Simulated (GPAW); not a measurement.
Input of a GPAW 26.7.0 run:

Contents of run.py:

```python
from ase import Atoms
from ase.dft.bandgap import bandgap
from ase.io import write
from ase.units import GPa
from gpaw import GPAW, PW

atoms = Atoms(['Mg', 'B', 'B'],
              cell=[[3.085, 0.0, 0.0],
                    [-1.5425, 2.6716883707, 0.0],
                    [0.0, 0.0, 3.523]],
              scaled_positions=[[0.0, 0.0, 0.0],
                                [0.6666666667, 0.3333333333, 0.5],
                                [0.3333333333, 0.6666666667, 0.5]],
              pbc=True)

calc = GPAW(mode=PW(800),
            xc='LDA',
            kpts={'size': (10, 10, 8), 'gamma': True},
            occupations={'name': 'fermi-dirac', 'width': 0.05},
            nbands=17,
            convergence={'density': 1e-05, 'energy': 1e-05},
            maxiter=150,
            txt='gpaw.txt')
atoms.calc = calc
energy = atoms.get_potential_energy()
forces = atoms.get_forces()
stress = atoms.get_stress()
calc.write('gs.gpw')
write('result.traj', atoms)
print(f'Energy: {energy:.6f} eV')
print('Forces (eV/A):')
print(forces.round(4))
print('Stress (GPa):', (stress / GPa).round(3))
print('Fermi level:', round(calc.get_fermi_level(), 4), 'eV')
print(f'Gap: {bandgap(calc)[0]:.4f} eV, direct: {bandgap(calc, direct=True)[0]:.4f} eV')

path = atoms.cell.bandpath('GMKGALHA,LM,KH', npoints=60, eps=1e-4)
bs_calc = calc.fixed_density(kpts=path, symmetry='off', nbands=26,
                             convergence={'bands': 'CBM+6.0', 'eigenstates': 1e-6}, txt='bands.txt')
bs = bs_calc.band_structure()
bs.write('bs.json')
print(f'Gap on the path: {bandgap(bs_calc)[0]:.4f} eV')
```

Potentials or basis: the program's PAW data sets (release 1.2.1) made for this functional, pw.

The run is started by

```console
$ OMP_NUM_THREADS=1 python run.py
```

Q: Estimate the pressure.

A: -7.6 GPa.

Q: Predict the band gap along the path.

A: None (metal or under the smearing width).

Levels at the corners of the path, in eV from the Fermi level:
```csv
point,band 6,band 7,band 8,band 9,band 10,band 11
Γ,-2.96,0.32,0.32,1.60,6.23,6.23
M,-7.80,-2.20,0.18,3.01,3.87,5.26
K,-7.18,-5.88,1.75,1.75,6.09,6.09
Γ,-2.96,0.32,0.32,1.60,6.23,6.23
A,-7.46,0.69,0.69,6.58,6.58,7.84
L,-6.87,-3.59,-1.91,-1.37,5.72,8.55
H,-6.27,-5.19,-2.04,-2.04,3.38,11.47
A,-7.46,0.69,0.69,6.58,6.58,7.84
L,-6.87,-3.59,-1.91,-1.37,5.72,8.55
M,-7.80,-2.20,0.18,3.01,3.87,5.26
K,-7.18,-5.88,1.75,1.75,6.09,6.09
H,-6.27,-5.19,-2.04,-2.04,3.38,11.47
```
